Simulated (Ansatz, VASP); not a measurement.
# Two plane-wave programs on BN

POSCAR

```
BN
1.0
    2.5414141922      0.0000000000      0.0000000000
   -1.2707070961      2.2009292520      0.0000000000
    0.0000000000      0.0000000000      4.2042819426
B N
2 2
Direct
    0.6666666667      0.3333333333      0.0001724040
    0.3333333333      0.6666666667      0.5001724040
    0.6666666667      0.3333333333      0.3748275960
    0.3333333333      0.6666666667      0.8748275960
```

Contents of INCAR.step1:

```
SYSTEM = BN
ALGO = Normal
EDIFF = 1E-4
ENCUT = 600
GGA = PE
ISMEAR = 0
LASPH = .TRUE.
LCHARG = .FALSE.
LREAL = .FALSE.
LWAVE = .TRUE.
NELM = 60
PREC = Accurate
SIGMA = 0.05
```

File INCAR.step2:

```
SYSTEM = BN
ALGO = Normal
EDIFF = 1E-6
EDIFFG = -0.02
ENCUT = 600
IBRION = 2
ISIF = 4
ISMEAR = 0
ISTART = 1
IVDW = 12
LASPH = .TRUE.
LCHARG = .FALSE.
LMIXTAU = .TRUE.
LREAL = .FALSE.
LWAVE = .FALSE.
METAGGA = R2SCAN
NELM = 60
NSW = 60
PREC = Accurate
SIGMA = 0.05
VDW_A1 = 0.49484001
VDW_A2 = 5.73083694
VDW_S6 = 1.0
VDW_S8 = 0.78981345
```

Contents of KPOINTS:

```
k-points
0
G
  10 10 6
  0 0 0
```

Input for Ansatz:

```yaml
crystal:
  lattice:
    - [2.5414141922, 0.0, 0.0]
    - [-1.2707070961, 2.200929252, 0.0]
    - [0.0, 0.0, 4.2042819426]
  atoms:
    - { symbol: B, position: [0.6666666667, 0.3333333333, 0.000172404] }
    - { symbol: B, position: [0.3333333333, 0.6666666667, 0.500172404] }
    - { symbol: "N", position: [0.6666666667, 0.3333333333, 0.374827596] }
    - { symbol: "N", position: [0.3333333333, 0.6666666667, 0.874827596] }
basis:
  ecutwfc: 500
  ecutrho_ratio: 4
kpoints:
  mp_grid: { grid: [10, 10, 6] }
hamiltonian:
  xc: r2scan
  dispersion: d3bj
scf:
  occupations: { method: gaussian, width: 0.05 }
output:
  forces: true
  stress: true
  eigenvalues: true
relax:
  f_tol: 0.02
  max_steps: 40
  cell: { stress_tol: 0.2, fix: [volume] }
```

Measurements of this composition are mostly on another form, of space group No. 194.

Alike in both runs: task relaxation of shape and atoms at fixed volume; functional r2SCAN; dispersion D3(BJ); k mesh 10 × 10 × 6; occupations gaussian, width 0.05 eV; no spin polarisation.

|  | VASP | Ansatz |
| --- | --- | --- |
| version | VASP 6.6.1 | Ansatz 0.2.0 |
| potentials or method | VASP PAW PBE potentials, release 64 (B, N) | scalar-relativistic, plane waves, PAW |
| plane-wave cutoff (eV) | 600 | 500 |
| valence electrons in the cell | 16 | 16 |

```csv
,VASP,Ansatz,Ansatz less VASP
"gap on the k mesh at the Fermi level, each at its own relaxed structure (eV)",5.92,5.95,+0.033
relaxed volume (Å³/atom),5.88,5.88,0.000
relaxed cell length with the largest relative difference (Å),2.541,2.541,0.0000
```

Ansatz warned: «dispersion_damping_borrowed».

Caveats: the relaxation stopped at its first step, so nothing moved; the PAW data sets were made with another functional, which shifts forces and pressure a little (VASP). A k mesh can miss the band edges. r2SCAN opens gaps a little over a GGA but as a rule still falls short of measured ones.
